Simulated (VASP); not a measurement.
**ZrSe2: relaxation of cell and atoms with LDA**

ZrSe2:

```
CELL_PARAMETERS angstrom
3.69531 0.00000 0.00000
-1.84766 3.20023 0.00000
0.00000 0.00000 5.94061
ATOMIC_POSITIONS crystal
Zr 0.00000 0.00000 0.00000
Se 0.33333 0.66667 0.26704
Se 0.66667 0.33333 0.73296
```

| Quantity | Value |
| --- | --- |
| Program | VASP 6.6.1 |
| Task | relaxation of cell and atoms |
| Functional | LDA |
| Potentials or basis | VASP PAW LDA potentials, release 64 (Zr_sv, Se) |
| Cutoff | 600 eV |
| k mesh | 9 × 9 × 5 |
| Occupations | gaussian, width 0.03 eV |
| Spin | no spin polarisation |
| Further INCAR settings | ALGO = Normal; EDIFF = 1e-07; IBRION = 2; EDIFFG = -0.005; NSW = 90; ISIF = 3 |

The relaxed volume is 23.44 Å³/atom, the relaxed cell is a = 3.696 Å, b = 3.696 Å, c = 5.945 Å, α = 90.00°, β = 90.00°, γ = 120.00° and the space group after relaxing (to 0.05 Å) is P-3m1 (No. 164). The energy gained by relaxing is 0.0 meV/atom. The ionic steps are 5. The pressure after relaxing is 0.0 GPa and the band gap on the k mesh is none (metal or under the smearing width).

Forces on the atoms (eV/Å):
```
Zr   0.000  0.000  0.000
Se   0.000  0.000 -0.003
Se   0.000  0.000  0.003
```

Final structure:
```
CELL_PARAMETERS angstrom
3.69596 0.00000 0.00000
-1.84798 3.20079 0.00000
0.00000 0.00000 5.94464
ATOMIC_POSITIONS crystal
Zr 0.00000 0.00000 0.00000
Se 0.33333 0.66667 0.26686
Se 0.66667 0.33333 0.73314
```

Levels at points of the mesh, in eV from the Fermi level:
```
           k point  band 10  band 11  band 12  band 13  band 14  band 15
(0.00, 0.00, 0.00)     0.00     0.00     0.13     0.96     0.96     1.22
```

Wall time 3.2 min on 1 thread of Intel(R) Xeon(R) Platinum 8488C (Sapphire Rapids), with other jobs on the host, peak memory 0.22 GiB.
